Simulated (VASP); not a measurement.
Wanted: the native input for a VASP 6.6.1 run.

```yaml
Task: relaxation of cell and atoms
Functional: PBE
Potentials_or_basis: VASP PAW PBE potentials, release 64 (B)
Cutoff: 600 eV
k_mesh: 6 × 6 × 6
Occupations: gaussian, width 0.1 eV
Spin: no spin polarisation
Dipole_correction: no
Further_INCAR_settings: ALGO = Normal; EDIFF = 1e-06; IBRION = 2; EDIFFG = -0.04; NSW = 90; ISIF = 3
```

The structure of B lies in POSCAR:

```
B
1.0
    3.2255776143      0.0000000000      0.0000000000
    0.6450396143      3.0068677493      0.0000000000
    0.1719104965      0.3018658311      2.8933181420
B
4
Direct
    0.6772983166      0.9316495970      0.3538882281
    0.5982731766      0.1085652957      0.9133949006
    0.0792751269      0.5059655214      0.7507551366
    0.4058014892      0.7397324008      0.2025179752
```

The cell was built by a generator and needn't be a form met in nature.

The cell isn't the ideal one: random cell without symmetry.

These files were run (other wordings do the same):

INCAR

```
PREC = Accurate
ENCUT = 600
EDIFF = 1E-6
ISMEAR = 0
SIGMA = 0.1
LREAL = False
LASPH = True
NELM = 100
ALGO = Normal
ISIF = 3
LWAVE = False
LCHARG = False
GGA = PE
IBRION = 2
NSW = 90
EDIFFG = -0.04
```

KPOINTS

```
Automatic mesh
0
Gamma
  6 6 6
```

Potentials or basis: VASP PAW PBE potentials, release 64 (B).

The run is started by

```console
$ cat potpaw_PBE.64/B/POTCAR > POTCAR
$ mpirun -np 1 vasp_std > vasp.out
```

Results of the run:

The relaxed volume is 7.60 Å³/atom and the relaxed cell is a = 4.123 Å, b = 2.827 Å, c = 2.824 Å, α = 98.76°, β = 76.59°, γ = 76.60°. The space group after relaxing (to 0.05 Å) is C2/m (No. 12). The energy gained by relaxing is 1811.9 meV/atom and the ionic steps are 59. The pressure after relaxing is 0.1 GPa and the largest force after relaxing is 0.035 eV/Å. The band gap on the k mesh is none (metal or under the smearing width).

Caveat: the k mesh is coarse (spacing up to 0.36 Å⁻¹), so the values aren't converged.

Run time: 14 min on 1 thread of Intel(R) Xeon(R) Platinum 8259CL CPU @ 2.50GHz (Skylake/Cascade Lake) (shared host), peak memory 0.18 GiB.
